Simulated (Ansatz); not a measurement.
# Hf: response to strain

Aim: deform Hf (zz strain of +3 %) and compute stress, forces and field gradients with LAPW, PAW and all-electron datasets made for the crystal.

Program: Ansatz 0.2.0. Level of theory: DFT PBE, scalar-relativistic. These are calculated values, not measurements.

## (1) The starting structure

The structure is cubic, space group Im-3m (No. 229). The conventional cell has a = 3.610 Å, b = 3.610 Å, c = 3.610 Å, α = 90.00°, β = 90.00°, γ = 90.00°. Around Hf (site symmetry m-3m) lie 8 Hf at 3.13 Å.

Structure file:

```cif
data_structure
_symmetry_space_group_name_H-M 'Im-3m'
_symmetry_Int_Tables_number 229
_cell_length_a 3.6100
_cell_length_b 3.6100
_cell_length_c 3.6100
_cell_angle_alpha 90.000
_cell_angle_beta 90.000
_cell_angle_gamma 90.000
_cell_volume 47.05
loop_
_atom_site_label
_atom_site_type_symbol
_atom_site_symmetry_multiplicity
_atom_site_Wyckoff_symbol
_atom_site_fract_x
_atom_site_fract_y
_atom_site_fract_z
_atom_site_occupancy
Hf1 Hf 2 a 0.00000 0.00000 0.00000 1
```

The file gives the conventional cell by its symmetry; the runs use the cell typed in the input.

## (2) After the deformation

Space group Im-3m before, I4/mmm after.

## (3) Full-potential LAPW

input.yaml reads:

```yaml
crystal:
  lattice:
    - [-1.805, 1.805, 1.85915]
    - [1.805, -1.805, 1.85915]
    - [1.805, 1.805, -1.85915]
  atoms:
    - { symbol: Hf, position: [0.0, 0.0, 0.0] }
kpoints:
  mp_grid: { grid: [14, 14, 14] }
  band_path:
    path:
      - [0.0, 0.0, 0.0]
      - [0.0, 0.0, 0.5]
      - [0.25, 0.25, 0.25]
      - [0.0, 0.5, 0.0]
      - [0.0, 0.0, 0.0]
      - [0.5, 0.5, -0.5]
      - [0.4856489773, 0.5143510227, -0.4856489773]
      - [-0.4856489773, 0.4856489773, 0.4856489773]
      - [0.0, 0.0, 0.0]
    npoints: 5
scf:
  occupations: { method: fermi_dirac, width: 0.05 }
hamiltonian:
  xc: pbe
  pseudopotentials: { kind: all_electron, lapw: { basis_error: 0.0005 } }
output:
  forces: true
  stress: true
  eigenvalues: true
```

On the command line:

```
ansatz run input.yaml --threads 1 --pin off --max-ram 3072MiB --backend cpu --events-out ev --progress --plain --runs-dir out
```

## (4) PAW on the default files

input.yaml reads:

```yaml
crystal:
  lattice:
    - [-1.805, 1.805, 1.85915]
    - [1.805, -1.805, 1.85915]
    - [1.805, 1.805, -1.85915]
  atoms:
    - { symbol: Hf, position: [0.0, 0.0, 0.0] }
kpoints:
  mp_grid: { grid: [14, 14, 14] }
scf:
  occupations: { method: fermi_dirac, width: 0.05 }
hamiltonian:
  xc: pbe
  pseudopotentials: { kind: paw }
output:
  forces: true
  stress: true
  eigenvalues: true
  efg: { contact_densities: true }
```

## (5) All-electron PAW on datasets made for the crystal

Edit input.yaml of step 4 so:

```diff
@@ -13,3 +13,3 @@
   xc: pbe
-  pseudopotentials: { kind: paw }
+  pseudopotentials: { kind: all_electron, datasets: crystal }
 output:
```

(Steps that only read results are left out.)

What does the calculation give? Wanted: pressure; largest shear or deviatoric stress.

As calculated:

```
                                 quantity                                              value
                                 pressure  LAPW -7.23, PAW -7.24, crystal datasets -7.23 GPa
largest shear or deviatoric stress (LAPW)                                           0.94 GPa
```

The largest part of the stress beyond the pressure is 0.94 GPa in size, in the zz component. No run of the undeformed cell stands beside it, so the pressure holds what the given cell had before the change. PAW: stress within 0.01 GPa of LAPW. Crystal datasets: stress within 0.01 GPa of LAPW. Spin-orbit coupling is left out, though the cell holds Hf; in elements this heavy it can shift bands and gaps by tenths of an eV.
